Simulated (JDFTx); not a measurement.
# Pt (Im-3m) in JDFTx: further runs

Aim: see how the results for Pt move with the level of theory and the settings. Levels: r2SCAN, SCAN, TPSS. Tasks: relaxation of cell and atoms.

Program: JDFTx 1.7.0 (patched build). These are calculated values, not measurements. Logs are shortened: lines on timing, memory, paths and dates and some standing lists are left out, and cuts for length are marked. The log counts tension as positive stress, the text compression.

## 1. The crystal as given

The structure is cubic, space group Im-3m (No. 229). The conventional cell has a = 3.168 Å, b = 3.168 Å, c = 3.168 Å, α = 90.00°, β = 90.00°, γ = 90.00°. Around Pt (site symmetry m-3m) lie 8 Pt at 2.74 Å.

This isn't the form of Pt at room conditions, which is fcc.

## 2. Relaxation of cell and atoms, r2SCAN

The input, Pt.in:

```
lattice \
   -1.5842200000     1.5842200000     1.5842200000 \
    1.5842200000    -1.5842200000     1.5842200000 \
    1.5842200000     1.5842200000    -1.5842200000
latt-scale 1.889726124626 1.889726124626 1.889726124626
coords-type Lattice
ion Pt     0.0000000000     0.0000000000     0.0000000000 1

ion-species pseudo/Pt.upf
elec-cutoff 40
elec-ex-corr mgga-x-r2scan mgga-c-r2scan
kpoint-folding 6 6 6
elec-smearing Fermi 0.0018374661
elec-n-bands 15
electronic-SCF nIterations 100 energyDiffThreshold 1e-09
electronic-minimize nIterations 30 energyDiffThreshold 1e-7
forces-output-coords Cartesian
lattice-minimize nIterations 40 energyDiffThreshold 1e-6

dump-name run.$VAR
dump End Ecomponents EigStats BandEigs Kpoints Forces Stress ElecDensity KEdensity
```

Potentials or basis: SG15-PBE-1.2 with smoothed tails.

Launch:

```bash
> jdftx -c 1 -i Pt.in -o Pt.out
```

Output:

```text
*************** JDFTx 1.7.0 (patched build) ***************

Input parsed successfully to the following command list (including defaults):
[... the input with its defaults ...]

---------- Setting up symmetries ----------

Found 48 point-group symmetries of the bravais lattice
Found 48 space-group symmetries with basis
Applied RMS atom displacement 0 bohrs to make symmetries exact.

---------- Initializing the Grid ----------
R =
[     -2.99374      2.99374      2.99374  ]
[      2.99374     -2.99374      2.99374  ]
[      2.99374      2.99374     -2.99374  ]
unit cell volume = 107.326
G =
[ 1.90935e-17    1.04939    1.04939  ]
[    1.04939 1.90935e-17    1.04939  ]
[    1.04939    1.04939 1.90935e-17  ]
Minimum fftbox size, Smin = [  32  32  32  ]
Chosen fftbox size, S = [  32  32  32  ]

---------- Exchange Correlation functional ----------
Initialized LibXC exchange functional 'Re-regularized SCAN exchange by Furness et al'
Initialized LibXC correlation functional 'Re-regularized SCAN correlation by Furness et al'

---------- Setting up pseudopotentials ----------
Width of ionic core gaussian charges (only for fluid interactions / plotting) set to 0

Reading pseudopotential file 'pseudo/Pt.upf':
  'Pt' pseudopotential, 'PBE' functional
  Generated using ONCVPSP code by D. R. Hamann
  18 valence electrons, 0 orbitals, 8 projectors, 602 radial grid points, with lMax = 3
  Core radius for overlap checks: 2.59 bohrs.

Initialized 1 species with 1 total atoms.

Folded 1 k-points by 6x6x6 to 216 k-points.

---------- Setting up k-points, bands, fillings ----------
Reduced to 16 k-points under symmetry.
Computing the number of bands and number of electrons
Calculating initial fillings.
nElectrons:  18.000000   nBands: 15   nStates: 16

----- Setting up reduced wavefunction bases (one per k-point) -----
average nbasis = 1297.773 , ideal nbasis = 1296.842

---------- Setting up ewald sum ----------
Optimum gaussian width for ewald sums = 1.869228 bohr.
Real space sum over 2197 unit cells with max indices [  6  6  6  ]
Reciprocal space sum over 2197 terms with max indices [  6  6  6  ]

---------- Allocating electronic variables ----------
Initializing wave functions:  (No orbitals for LCAO)  bandwidth-limited random numbers

--------- Lattice Minimization ---------

Setting the auxilliary hamiltonian equal to the subspace hamiltonian.

-------- Electronic minimization -----------
Will mix electronic and kinetic density at each iteration.
	FillingsUpdate:  mu: +1.655289501  nElectrons: 18.000000
	FillingsUpdate:  mu: -0.086138221  nElectrons: 18.000000
SCF: Cycle:  0   F: -115.756695151308634   dF: -3.066e+01   |Residual|: 1.299e+01   |deigs|: 2.396e+00
	FillingsUpdate:  mu: -0.000000000  nElectrons: 18.000000
SCF: Cycle:  1   F: -115.828679785660256   dF: -7.198e-02   |Residual|: 1.018e+01   |deigs|: 9.628e-01
	FillingsUpdate:  mu: +1.566164582  nElectrons: 18.000000
SCF: Cycle:  2   F: -109.082815228027201   dF: +6.746e+00   |Residual|: 1.662e+01   |deigs|: 2.078e+00
	FillingsUpdate:  mu: +0.796066469  nElectrons: 18.000000
SCF: Cycle:  3   F: -121.164901813604317   dF: -1.208e+01   |Residual|: 2.904e+00   |deigs|: 1.077e+00
	FillingsUpdate:  mu: +0.782721500  nElectrons: 18.000000
SCF: Cycle:  4   F: -121.285225124182872   dF: -1.203e-01   |Residual|: 2.472e+00   |deigs|: 1.395e-02
	FillingsUpdate:  mu: +0.767121888  nElectrons: 18.000000
SCF: Cycle:  5   F: -121.294166065337620   dF: -8.941e-03   |Residual|: 6.974e-01   |deigs|: 3.524e-02
	FillingsUpdate:  mu: +0.628186569  nElectrons: 18.000000
SCF: Cycle:  6   F: -120.829576874933082   dF: +4.646e-01   |Residual|: 3.791e+00   |deigs|: 1.759e-01
	FillingsUpdate:  mu: +0.663436630  nElectrons: 18.000000
SCF: Cycle:  7   F: -121.036753509610577   dF: -2.072e-01   |Residual|: 2.967e+00   |deigs|: 4.772e-02
	FillingsUpdate:  mu: +0.758920450  nElectrons: 18.000000
SCF: Cycle:  8   F: -121.288015428049519   dF: -2.513e-01   |Residual|: 4.834e-01   |deigs|: 1.155e-01
	FillingsUpdate:  mu: +0.789049898  nElectrons: 18.000000
SCF: Cycle:  9   F: -121.297946058149549   dF: -9.931e-03   |Residual|: 2.490e-01   |deigs|: 3.565e-02
	FillingsUpdate:  mu: +0.782866089  nElectrons: 18.000000
SCF: Cycle: 10   F: -121.298838451752516   dF: -8.924e-04   |Residual|: 1.226e-01   |deigs|: 7.287e-03
	FillingsUpdate:  mu: +0.777051491  nElectrons: 18.000000
SCF: Cycle: 11   F: -121.298932828197479   dF: -9.438e-05   |Residual|: 8.749e-02   |deigs|: 6.931e-03
	FillingsUpdate:  mu: +0.776031757  nElectrons: 18.000000
SCF: Cycle: 12   F: -121.298872688680802   dF: +6.014e-05   |Residual|: 9.159e-02   |deigs|: 1.017e-03
	FillingsUpdate:  mu: +0.777257031  nElectrons: 18.000000
SCF: Cycle: 13   F: -121.298986468548094   dF: -1.138e-04   |Residual|: 2.090e-02   |deigs|: 2.060e-03
	FillingsUpdate:  mu: +0.777850821  nElectrons: 18.000000
SCF: Cycle: 14   F: -121.298995783471540   dF: -9.315e-06   |Residual|: 7.635e-03   |deigs|: 7.466e-04
	FillingsUpdate:  mu: +0.777759204  nElectrons: 18.000000
SCF: Cycle: 15   F: -121.298995746588886   dF: +3.688e-08   |Residual|: 3.114e-03   |deigs|: 1.732e-04
	FillingsUpdate:  mu: +0.777840190  nElectrons: 18.000000
SCF: Cycle: 16   F: -121.298996009645265   dF: -2.631e-07   |Residual|: 1.982e-03   |deigs|: 8.360e-05
	FillingsUpdate:  mu: +0.777901734  nElectrons: 18.000000
SCF: Cycle: 17   F: -121.298996119937613   dF: -1.103e-07   |Residual|: 9.641e-04   |deigs|: 6.695e-05
	FillingsUpdate:  mu: +0.777919439  nElectrons: 18.000000
SCF: Cycle: 18   F: -121.298996138909516   dF: -1.897e-08   |Residual|: 1.441e-04   |deigs|: 2.932e-05
	FillingsUpdate:  mu: +0.777924738  nElectrons: 18.000000
SCF: Cycle: 19   F: -121.298996139833079   dF: -9.236e-10   |Residual|: 2.359e-04   |deigs|: 5.746e-06
	FillingsUpdate:  mu: +0.777917742  nElectrons: 18.000000
SCF: Cycle: 20   F: -121.298996141657909   dF: -1.825e-09   |Residual|: 4.087e-05   |deigs|: 1.098e-05
	FillingsUpdate:  mu: +0.777918289  nElectrons: 18.000000
SCF: Cycle: 21   F: -121.298996141830116   dF: -1.722e-10   |Residual|: 4.177e-05   |deigs|: 3.400e-06
	FillingsUpdate:  mu: +0.777917739  nElectrons: 18.000000
SCF: Cycle: 22   F: -121.298996141967123   dF: -1.370e-10   |Residual|: 2.722e-05   |deigs|: 2.956e-06
SCF: Converged (|Delta E|<1.000000e-09 for 2 iters).

Setting wave functions to eigenvectors of Hamiltonian
# Lattice vectors:
R =
[     -2.99374      2.99374      2.99374  ]
[      2.99374     -2.99374      2.99374  ]
[      2.99374      2.99374     -2.99374  ]
unit cell volume = 107.326

# Strain tensor in Cartesian coordinates:
[            0            0            0  ]
[            0            0            0  ]
[            0            0            0  ]

# Stress tensor in Cartesian coordinates [Eh/a0^3]:
[  0.000197135            0            0  ]
[            0  0.000197135            0  ]
[            0            0  0.000197135  ]

# Ionic positions in lattice coordinates:
ion Pt   0.000000000000000   0.000000000000000   0.000000000000000 1

# Forces in Cartesian coordinates:
force Pt   0.000000000000000   0.000000000000000   0.000000000000000 1

# Energy components:
   Eewald =      -98.4647030952067155
       EH =       20.8198296459246599
     Eloc =      -80.0279623032925400
      Enl =       10.8418778458020935
      Exc =      -11.6128074836856676
       KE =       37.1449687928184318
-------------------------------------
     Etot =     -121.2987965976397362
       TS =        0.0001995443273827
-------------------------------------
        F =     -121.2989961419671232

LatticeMinimize: Iter:   0  F: -121.298996141967123  |grad|_K:  7.711e-03

-------- Electronic minimization -----------
Will mix electronic and kinetic density at each iteration.
	FillingsUpdate:  mu: +0.777917739  nElectrons: 18.000000
	FillingsUpdate:  mu: +0.783380637  nElectrons: 18.000000
SCF: Cycle:  0   F: -121.298936018542435   dF: -1.288e-05   |Residual|: 5.647e-02   |deigs|: 1.202e-05
	FillingsUpdate:  mu: +0.781111395  nElectrons: 18.000000
SCF: Cycle:  1   F: -121.299048248418998   dF: -1.122e-04   |Residual|: 1.324e-02   |deigs|: 2.716e-03
	FillingsUpdate:  mu: +0.780734404  nElectrons: 18.000000
SCF: Cycle:  2   F: -121.299051912264233   dF: -3.664e-06   |Residual|: 1.475e-03   |deigs|: 5.207e-04
	FillingsUpdate:  mu: +0.780864393  nElectrons: 18.000000
SCF: Cycle:  3   F: -121.299052158754250   dF: -2.465e-07   |Residual|: 5.675e-04   |deigs|: 1.283e-04
	FillingsUpdate:  mu: +0.780874677  nElectrons: 18.000000
SCF: Cycle:  4   F: -121.299052187515954   dF: -2.876e-08   |Residual|: 5.450e-04   |deigs|: 2.142e-05
	FillingsUpdate:  mu: +0.780879413  nElectrons: 18.000000
SCF: Cycle:  5   F: -121.299052194534013   dF: -7.018e-09   |Residual|: 1.952e-04   |deigs|: 1.159e-05
	FillingsUpdate:  mu: +0.780884548  nElectrons: 18.000000
SCF: Cycle:  6   F: -121.299052196158115   dF: -1.624e-09   |Residual|: 3.116e-05   |deigs|: 9.102e-06
	FillingsUpdate:  mu: +0.780885578  nElectrons: 18.000000
SCF: Cycle:  7   F: -121.299052196349933   dF: -1.918e-10   |Residual|: 1.542e-05   |deigs|: 1.491e-06
	FillingsUpdate:  mu: +0.780885434  nElectrons: 18.000000
SCF: Cycle:  8   F: -121.299052196412774   dF: -6.284e-11   |Residual|: 8.055e-06   |deigs|: 5.000e-06
SCF: Converged (|Delta E|<1.000000e-09 for 2 iters).

Setting wave functions to eigenvectors of Hamiltonian
# Lattice vectors:
R =
[     -2.99094      2.99094      2.99094  ]
[      2.99094     -2.99094      2.99094  ]
[      2.99094      2.99094     -2.99094  ]
unit cell volume = 107.024

# Strain tensor in Cartesian coordinates:
[  -0.00093684            0            0  ]
[            0  -0.00093684            0  ]
[            0            0  -0.00093684  ]

# Stress tensor in Cartesian coordinates [Eh/a0^3]:
[  0.000174868            0            0  ]
[            0  0.000174868            0  ]
[            0            0  0.000174868  ]

# Ionic positions in lattice coordinates:
ion Pt   0.000000000000000   0.000000000000000   0.000000000000000 1

# Forces in Cartesian coordinates:
force Pt   0.000000000000000  -0.000000000000000  -0.000000000000000 1
[... 205 lines left out ...]
# Strain tensor in Cartesian coordinates:
[  -0.00785952            0            0  ]
[            0  -0.00785952            0  ]
[            0            0  -0.00785952  ]

# Stress tensor in Cartesian coordinates [Eh/a0^3]:
[ -1.89252e-07            0            0  ]
[            0 -1.89252e-07            0  ]
[            0            0 -1.89252e-07  ]

# Ionic positions in lattice coordinates:
ion Pt   0.000000000000000   0.000000000000000   0.000000000000000 1

# Forces in Cartesian coordinates:
force Pt  -0.000000000000000  -0.000000000000000  -0.000000000000000 1

# Energy components:
   Eewald =      -99.2447193399106595
       EH =       20.4392376985181841
     Eloc =      -78.8885003309823105
      Enl =       10.8479819584819541
      Exc =      -11.6255294230965074
       KE =       37.1724687611134499
-------------------------------------
     Etot =     -121.2990606758758787
       TS =        0.0001891254198473
-------------------------------------
        F =     -121.2992498012957299

LatticeMinimize: Iter:   4  F: -121.299249801295730  |grad|_K:  7.230e-06  alpha:  2.873e-03  linmin:  1.000e+00
LatticeMinimize: Converged (|Delta F|<1.000000e-06 for 2 iters).

Dumping 'run.eigStats' ...
	eMin: -2.902194 at state 0 ( [ +0.000000 +0.000000 +0.000000 ] spin 0 )
	HOMO: +0.796847 at state 2 ( [ +0.000000 +0.000000 +0.333333 ] spin 0 )
	mu  : +0.803166
	LUMO: +0.807080 at state 12 ( [ +0.166667 +0.500000 -0.333333 ] spin 0 )
	eMax: +1.872952 at state 0 ( [ +0.000000 +0.000000 +0.000000 ] spin 0 )
	HOMO-LUMO gap: +0.010233
	Optical gap  : +0.029942 at state 10 ( [ +0.166667 +0.333333 -0.333333 ] spin 0 )
Done!
[note: the HOMO, LUMO and gaps printed at the end count levels as full or empty at half filling, so they show a gap where a level is partly filled]
```

Run time: 2.1 min. Hardware: 1 thread of Arm Neoverse V1, shared host; peak memory 0.05 GiB.

What came out:

| Quantity | Value |
| --- | --- |
| Free energy | -3300.7207 eV |
| Relaxed volume | 15.53 Å³/atom |
| Relaxed cell | a = 2.722 Å, b = 2.722 Å, c = 2.722 Å, α = 109.47°, β = 109.47°, γ = 109.47° |
| Space group after relaxing (to 0.05 Å) | Im-3m (No. 229) |
| Energy gained by relaxing | 6.9 meV/atom |
| Ionic steps | 5 |
| Pressure after relaxing | 0.0 GPa |
| Band gap on the k mesh | none (metal or under the smearing width) |

Step by step:
| step | energy change (eV) | largest force (eV/Å) | pressure (GPa) | volume (Å³) |
| --- | --- | --- | --- | --- |
| 1 | 0.0000 | 0.0000 | -5.80 | 15.90 |
| 2 | -0.0015 | 0.0000 | -5.14 | 15.86 |
| 3 | -0.0069 | 0.0000 | -0.05 | 15.53 |
| 4 | -0.0069 | 0.0000 | -0.01 | 15.53 |
| 5 | -0.0069 | 0.0000 | 0.01 | 15.53 |

Final structure:
```cif
data_structure
_symmetry_space_group_name_H-M 'P 1'
_symmetry_Int_Tables_number 1
_cell_length_a 2.7224
_cell_length_b 2.7224
_cell_length_c 2.7224
_cell_angle_alpha 109.471
_cell_angle_beta 109.471
_cell_angle_gamma 109.471
_cell_volume 15.53
loop_
_atom_site_label
_atom_site_type_symbol
_atom_site_fract_x
_atom_site_fract_y
_atom_site_fract_z
_atom_site_occupancy
Pt1 Pt 0.00000 0.00000 0.00000 1
```

Levels at points of the mesh, in eV from the Fermi level:
```csv
k point,band 7,band 8,band 9,band 10,band 11,band 12
"(0.00, 0.00, 0.00)",-3.46,-3.46,-0.86,-0.86,18.13,18.13
"(0.00, 0.00, 0.50)",-1.05,-0.52,0.53,1.43,6.89,14.16
"(0.50, 0.50, 0.50)",0.87,0.87,0.87,8.27,8.27,8.27
```

Caveat: the k mesh is coarse (spacing up to 0.47 Å⁻¹), so the values aren't converged; meta-GGA forces are noisy on this grid; the potentials were made for another functional, which shifts forces and pressure.

(Continued in part 2 of 2.)
